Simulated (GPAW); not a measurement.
# V (Im-3m) in GPAW: single point with PBE

Aim: the single point of V with PBE.

Program: GPAW 26.7.0. These are calculated values, not measurements. Logs are shortened: lines on timing, memory, paths and dates and some standing lists are left out, and cuts for length are marked. The log counts tension as positive stress, the text compression.

## (1) The undisturbed crystal

It takes space group Im-3m (No. 229, cubic). The conventional cell has a = 3.029 Å, b = 3.029 Å, c = 3.029 Å, α = 90.00°, β = 90.00°, γ = 90.00°. Around V (site symmetry m-3m) lie 8 V at 2.62 Å.

## (2) Single point, PBE, collinear spin, ferromagnetic start (the cell as VASP's run set it)

run.py reads:

```python
from ase import Atoms
from ase.dft.bandgap import bandgap
from ase.io import write
from ase.units import GPa
from gpaw import GPAW, PW

atoms = Atoms(['V'],
              cell=[[2.62293114, 0.0, 0.0],
                    [-0.8743103798, 2.4729231943, 0.0],
                    [-0.8743103798, -1.2364615967, 2.1416143081]],
              scaled_positions=[[0.0, 0.0, 0.0]],
              pbc=True)
atoms.set_initial_magnetic_moments([2.0])

calc = GPAW(mode=PW(600),
            xc='PBE',
            kpts={'size': (12, 12, 12), 'gamma': True},
            occupations={'name': 'methfessel-paxton', 'order': 0, 'width': 0.02},
            nbands=15,
            convergence={'density': 1e-05, 'energy': 1e-05},
            maxiter=150,
            txt='gpaw.txt')
atoms.calc = calc
energy = atoms.get_potential_energy()
forces = atoms.get_forces()
stress = atoms.get_stress()
calc.write('gs.gpw')
write('result.traj', atoms)
print(f'Energy: {energy:.6f} eV')
print('Forces (eV/A):')
print(forces.round(4))
print('Stress (GPa):', (stress / GPa).round(3))
print('Moments:', calc.get_magnetic_moments().round(3))
print('Fermi level:', round(calc.get_fermi_level(), 4), 'eV')
print(f'Gap: {bandgap(calc)[0]:.4f} eV, direct: {bandgap(calc, direct=True)[0]:.4f} eV')
```

Potentials or basis: GPAW PAW data sets (gpaw-data 1.2.1), pw.

The run is started by

```bash
$ OMP_NUM_THREADS=1 python run.py
```

gpaw.txt:

```text
__  _  _
 | _ |_)|_||  |
 |__||  | ||/\| - 26.7.0

Input parameters:
  mode=PW(ecut=600.0),
  convergence={'density': 1e-05, 'energy': 1e-05},
  kpts=MonkhorstPack(size=(12, 12, 12), gamma=True),
  maxiter=150,
  nbands=15,
  occupations=Occupations(name='methfessel-paxton', order=0, width=0.02),
  xc=XC(name='PBE')

Diagonalizing LCAO Hamiltonian
Converting LCAO to pw mode

       V

Atoms  # Å, Bohr magnetons
|   | symbol |        x |        y |        z |    initial magnetic moments |
|---|--------|----------|----------|----------|-----------------------------|
| 0 |      V | 0.000000 | 0.000000 | 0.000000 | ( 0.0000,  0.0000,  2.0000) |

Unit cell  # Å
| periodic |         x |         y |        z |  lengths |     angles |
|----------|-----------|-----------|----------|----------|------------|
|      yes |  2.622931 |  0.000000 | 0.000000 | 2.622931 | 109.471221 |
|      yes | -0.874310 |  2.472923 | 0.000000 | 2.622931 | 109.471221 |
|      yes | -0.874310 | -1.236462 | 2.141614 | 2.622931 | 109.471221 |

Number of symmetries: 48
Symmetry operations  # r_c * U_cc + t_c -> r_c
|    | kind |            matrix            |
|----|------|------------------------------|
|  0 |  σ   |  1, 1, 1,  0, 0,-1,  0,-1, 0 |
|  1 |  C4  |  1, 1, 1,  0, 0,-1, -1, 0, 0 |
|  2 |  C2  |  1, 1, 1,  0,-1, 0,  0, 0,-1 |
|  3 |  S6  |  1, 1, 1,  0,-1, 0, -1, 0, 0 |
|  4 |  S6  |  1, 1, 1, -1, 0, 0,  0, 0,-1 |
|  5 |  C4  |  1, 1, 1, -1, 0, 0,  0,-1, 0 |
|  6 |  E   |  1, 0, 0,  0, 1, 0,  0, 0, 1 |
|  7 |  σ   |  1, 0, 0,  0, 1, 0, -1,-1,-1 |
|  8 |  σ   |  1, 0, 0,  0, 0, 1,  0, 1, 0 |
|  9 |  C3  |  1, 0, 0,  0, 0, 1, -1,-1,-1 |
| 10 |  C3  |  1, 0, 0, -1,-1,-1,  0, 1, 0 |
| 11 |  σ   |  1, 0, 0, -1,-1,-1,  0, 0, 1 |
| 12 |  σ   |  0, 1, 0,  1, 0, 0,  0, 0, 1 |
| 13 |  C2  |  0, 1, 0,  1, 0, 0, -1,-1,-1 |
| 14 |  C3  |  0, 1, 0,  0, 0, 1,  1, 0, 0 |
| 15 |  S4  |  0, 1, 0,  0, 0, 1, -1,-1,-1 |
| 16 |  S4  |  0, 1, 0, -1,-1,-1,  1, 0, 0 |
| 17 |  C3  |  0, 1, 0, -1,-1,-1,  0, 0, 1 |
| 18 |  C3  |  0, 0, 1,  1, 0, 0,  0, 1, 0 |
| 19 |  S4  |  0, 0, 1,  1, 0, 0, -1,-1,-1 |
| 20 |  σ   |  0, 0, 1,  0, 1, 0,  1, 0, 0 |
| 21 |  C3  |  0, 0, 1,  0, 1, 0, -1,-1,-1 |
| 22 |  C2  |  0, 0, 1, -1,-1,-1,  1, 0, 0 |
| 23 |  S4  |  0, 0, 1, -1,-1,-1,  0, 1, 0 |
| 24 |  C4  |  0, 0,-1,  1, 1, 1,  0,-1, 0 |
| 25 |  σ   |  0, 0,-1,  1, 1, 1, -1, 0, 0 |
| 26 |  S6  |  0, 0,-1,  0,-1, 0,  1, 1, 1 |
| 27 |  C2  |  0, 0,-1,  0,-1, 0, -1, 0, 0 |
| 28 |  C4  |  0, 0,-1, -1, 0, 0,  1, 1, 1 |
| 29 |  S6  |  0, 0,-1, -1, 0, 0,  0,-1, 0 |
| 30 |  S6  |  0,-1, 0,  1, 1, 1,  0, 0,-1 |
| 31 |  C4  |  0,-1, 0,  1, 1, 1, -1, 0, 0 |
| 32 |  C4  |  0,-1, 0,  0, 0,-1,  1, 1, 1 |
| 33 |  S6  |  0,-1, 0,  0, 0,-1, -1, 0, 0 |
| 34 |  σ   |  0,-1, 0, -1, 0, 0,  1, 1, 1 |
| 35 |  C2  |  0,-1, 0, -1, 0, 0,  0, 0,-1 |
| 36 |  C2  | -1, 0, 0,  1, 1, 1,  0, 0,-1 |
| 37 |  S6  | -1, 0, 0,  1, 1, 1,  0,-1, 0 |
| 38 |  S6  | -1, 0, 0,  0, 0,-1,  1, 1, 1 |
| 39 |  C2  | -1, 0, 0,  0, 0,-1,  0,-1, 0 |
| 40 |  C2  | -1, 0, 0,  0,-1, 0,  1, 1, 1 |
| 41 |  i   | -1, 0, 0,  0,-1, 0,  0, 0,-1 |
| 42 |  S4  | -1,-1,-1,  1, 0, 0,  0, 1, 0 |
| 43 |  C3  | -1,-1,-1,  1, 0, 0,  0, 0, 1 |
| 44 |  C3  | -1,-1,-1,  0, 1, 0,  1, 0, 0 |
| 45 |  σ   | -1,-1,-1,  0, 1, 0,  0, 0, 1 |
| 46 |  S4  | -1,-1,-1,  0, 0, 1,  1, 0, 0 |
| 47 |  C2  | -1,-1,-1,  0, 0, 1,  0, 1, 0 |

BZ-sampling:
  Number of BZ points: 1728
  Number of IBZ points: 72

  Monkhorst-Pack size: [12, 12, 12]
  Monkhorst-Pack shift: [0.041666666666666664, 0.041666666666666664, 0.041666666666666664]

K-points  # in reciprocal-cell coordinates
|     |                                coordinates |     weight |
|-----|--------------------------------------------|------------|
|   0 | ( -0.00000000,  -0.00000000,  -0.00000000) | 0.00057870 |
|   1 | (  0.08333333,  -0.00000000,  -0.00000000) | 0.00694444 |
|   2 | (  0.08333333,   0.08333333,  -0.08333333) | 0.00347222 |
|   3 | (  0.16666667,  -0.00000000,  -0.08333333) | 0.01388889 |
|   4 | (  0.16666667,  -0.00000000,  -0.00000000) | 0.00694444 |
|   5 | (  0.16666667,   0.08333333,  -0.08333333) | 0.01388889 |
|   6 | (  0.16666667,   0.16666667,  -0.16666667) | 0.00347222 |
|   7 | (  0.25000000,  -0.08333333,  -0.08333333) | 0.00462963 |
|   8 | (  0.25000000,  -0.00000000,  -0.08333333) | 0.02777778 |
|   9 | (  0.25000000,  -0.00000000,  -0.00000000) | 0.00694444 |
| ... |                                            |            |
|  71 | (  0.50000000,   0.50000000,   0.50000000) | 0.00057870 |

Plane wave coefficients: 476
Cutoff: 600.0 eV

Spin-components: 2 (collinear spins)
Bands:           15
Projectors:      6
Spin-degeneracy: 1
Datatype:        complex128

Parallelization:
  kpt:    1
  domain: 1
  band:   1

Density:
  Valence electrons: 13.0
  Components: 2
  Grid points: [15 15 15]
  Charge: 0.0  # |e|

Potential:
  Grid points: [15 15 15]

species:
  V:
    name:    Vanadium
    Z:       23.0
    valence: 13
    core:    10
    charge:  0.0  # [|e|]
    compensation charges:
      type: gauss
      rc: 0.37  # [Å]
      lmax: 2
    cutoffs:
      filter: 2.14  # [Å]
      core: 0.96  # [Å]
    projectors
    | kind |    occ | energy [eV] | rcut [Å] |
    |------|--------|-------------|----------|
    |   3s |  2.000 |     -70.222 |    1.254 |
    |   4s |  2.000 |      -4.702 |    1.254 |
    |   3p |  6.000 |     -44.043 |    1.281 |
    |   4p |  0.000 |      -1.444 |    1.281 |
    |   3d |  3.000 |      -5.164 |    1.169 |
    |    d |        |      22.047 |    1.169 |

    Using partial waves for V as LCAO basis

Reference energy: -25820.495562  # eV

eigensolver:
  PPCG
  Converge bands: occupied
  niter=2

density mixing:
  MSR1-Mixer
  Pratt-step length: 0.05
  Maximum mixing coefficient: 0.75
  Old densities: 10
  SVD Regularization: 0.005
  Good broyden scale: 1.0
  Trust region scale: 1.0
  Backstep threshold: 4.0
  History deletion threshold: 6.0
  Fourier metric: weight=20.0, sigma=0.015

occupation numbers:
  Methfessel-Paxton:
    width: 0.0200  # eV
    order: 0

poisson solver:
  ecut: 4800.0  # eV

xc functional:
  name: PBE with 2 nearest neighbor stencil

convergence criteria:
- Maximum integral of absolute [dens]ity change: 1e-05 electrons / valence electron
- Maximum [total energy] change in last 3 cyles: 1e-05 eV / valence electron
- Maximum integral of absolute [eigenst]ate change: 4e-08 eV^2 / valence electron
maximum number of iterations: 150

SCF iterations
|iter     | |      energy | eigst |  dens |  magmom |
|---------|-|-------------|-------|-------|---------|
|iter:   1| |   -8.465155 | +0.28 |       |  +2.0071|
|iter:   2| |   -8.396131 | -2.55 | -0.81 |  +1.9464|
|iter:   3| |   -8.417484 | -1.89 | -0.85 |  +1.1442|
|iter:   4| |   -8.468953 | -3.38 | -1.35 |  +0.8513|
|iter:   5| |   -8.487723 | -3.49 | -1.67 |  +0.5729|
|iter:   6| |   -8.490047 | -4.63 | -2.14 |  +0.4672|
|iter:   7| |   -8.494822 | -4.03 | -2.41 |  +0.3310|
|iter:   8| |   -8.499421 | -3.93 | -2.11 |  +0.1459|
|iter:   9| |   -8.499658 | -4.57 | -2.60 |  +0.1622|
|iter:  10| |   -8.500016 | -4.34 | -2.80 |  +0.1047|
|iter:  11| |   -8.500001 | -5.77 | -3.57 |  +0.0908|
|iter:  12| |   -8.500004c| -5.44 | -3.11 |  +0.1144|
|iter:  13| |   -8.500016c| -6.24 | -3.65 |  +0.1081|
|iter:  14| |   -8.500018c| -7.12 | -4.35 |  +0.1062|
|iter:  15| |   -8.500017c| -7.93c| -4.27 |  +0.1076|
|iter:  16| |   -8.500016c| -9.29c| -5.24c|  +0.1078|

Converged in 16 steps
Energy contributions relative to reference atoms: (reference = -25820.495562)

Energy contributions:
  Kinetic:          -3.525299
  Coulomb:           2.397984
  Zero:              0.144376
  External:          0.000000
  Xc:               -7.516907
  Entropy:          -0.000339
  Spinorbit:         0.000000
  ----------------------------
  Free energy:      -8.500186
  Extrapolated:     -8.500016

dipole moment: (-2.116835, -2.993657, -5.185166)  # |e|*Ang

Total magnetic moment: (0.000000, 0.000000, 0.107787)

Local magnetic moments
|        x |        y |        z |
|----------|----------|----------|
| 0.000000 | 0.000000 | 0.089998 |  # V    0

Fermi level: 9.086
Eigenvalues  # (at kpt = [-0.000, -0.000, -0.000])
| band index |      eig [eV] | occ [0-1] |      eig [eV] | occ [0-1] |
|------------|---------------|-----------|---------------|-----------|
|          0 |       -54.697 |     1.000 |       -54.609 |     1.000 |
|          1 |       -28.062 |     1.000 |       -27.975 |     1.000 |
|          2 |       -28.062 |     1.000 |       -27.975 |     1.000 |
|          3 |       -28.062 |     1.000 |       -27.975 |     1.000 |
|          4 |         2.600 |     1.000 |         2.653 |     1.000 |
|          5 |         9.474 |     0.000 |         9.581 |     0.000 |
|          6 |         9.474 |     0.000 |         9.581 |     0.000 |
|          7 |         9.474 |     0.000 |         9.581 |     0.000 |
|          8 |        11.414 |     0.000 |        11.466 |     0.000 |
|          9 |        11.414 |     0.000 |        11.466 |     0.000 |
|         10 |        29.583 |     0.000 |        29.628 |     0.000 |
|         11 |        29.583 |     0.000 |        29.628 |     0.000 |
|         12 |        29.583 |     0.000 |        29.628 |     0.000 |
|        ... |               |           |               |           |
|         14 |        35.918 |     0.000 |        35.935 |     0.000 |

No gap
No difference between direct/indirect transitions

Forces  # eV/Ang
|       x |        y |       z |
|---------|----------|---------|
| 0.00000 | -0.00000 | 0.00000 |  # V    0

Stress tensor  # eV/Ang^3
|         x |         y |         z |
|-----------|-----------|-----------|
|  0.026111 | -0.000000 | -0.000000 |
| -0.000000 |  0.026111 | -0.000000 |
| -0.000000 | -0.000000 |  0.026111 |

# Writing to gs.gpw (mode='')
```

Run time: 34 s. Hardware: 1 thread of Arm Neoverse V1, shared host; peak memory 0.14 GiB.

What came out:

```
Free energy            : -8.5002 eV
Pressure               : -4.2 GPa
Band gap on the k mesh : none (metal or under the smearing width)
Net moment             : 0.11 μB per cell
Site moments           : V +0.09 μB
```

Levels at points of the mesh, in eV from the Fermi level:
Spin up:
```
           k point  band 3  band 4  band 5  band 6  band 7  band 8  band 9  band 10
(0.00, 0.00, 0.00)  -37.15  -37.15   -6.49    0.39    0.39    0.39    2.33     2.33
(0.50, 0.50, 0.00)  -37.40  -37.15   -3.03   -1.07    1.54    2.32    2.67     3.94
(0.50, 0.50, 0.50)  -37.70  -37.70   -2.81   -2.81    3.56    3.56    3.56     9.93
```
Spin down:
```csv
k point,band 2,band 3,band 4,band 5,band 6,band 7,band 8,band 9,band 10,band 11
"(0.00, 0.00, 0.00)",-37.06,-37.06,-37.06,-6.43,0.49,0.49,0.49,2.38,2.38,20.54
"(0.50, 0.50, 0.00)",-37.87,-37.31,-37.07,-2.96,-0.97,1.58,2.39,2.72,4.05,9.93
"(0.50, 0.50, 0.50)",-37.61,-37.61,-37.61,-2.77,-2.77,3.67,3.67,3.67,10.01,10.01
```
